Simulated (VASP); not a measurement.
Mg, 1 atom in the cell. The typed cell holds 1 atom: a = 3.267 Å, b = 3.213 Å, c = 3.092 Å, α = 58.40°, β = 57.55°, γ = 59.42°. This isn't the form of Mg at room conditions, which is hcp. The cell isn't the ideal one: all atoms moved at random, cell strained at random.

- Program: VASP 6.6.1
- Task: single point
- Functional: PBE
- Potentials or basis: VASP PAW PBE potentials, release 64 (Mg)
- Cutoff: 520 eV
- k mesh: 14 × 14 × 14
- Occupations: gaussian, width 0.1 eV
- Spin: no spin polarisation
- Dipole correction: no
- Further INCAR settings: ALGO = Fast; EDIFF = 1e-06; NBANDS = 7

Potentials or basis: VASP PAW PBE potentials, release 64 (Mg).

Command:

```bash
$ cat potpaw_PBE.64/Mg/POTCAR > POTCAR
$ mpirun -np 1 vasp_std > vasp.out
```

Hardware: 1 thread of Intel(R) Xeon(R) 6975P-C (Granite Rapids), with other jobs on the host.

Question: How long does it take, and how much memory?

Answer: It took 45 s on 1 thread of Intel(R) Xeon(R) 6975P-C (Granite Rapids) (shared host), peak memory 0.33 GiB. Counts: scf iterations 9, k points 1376.
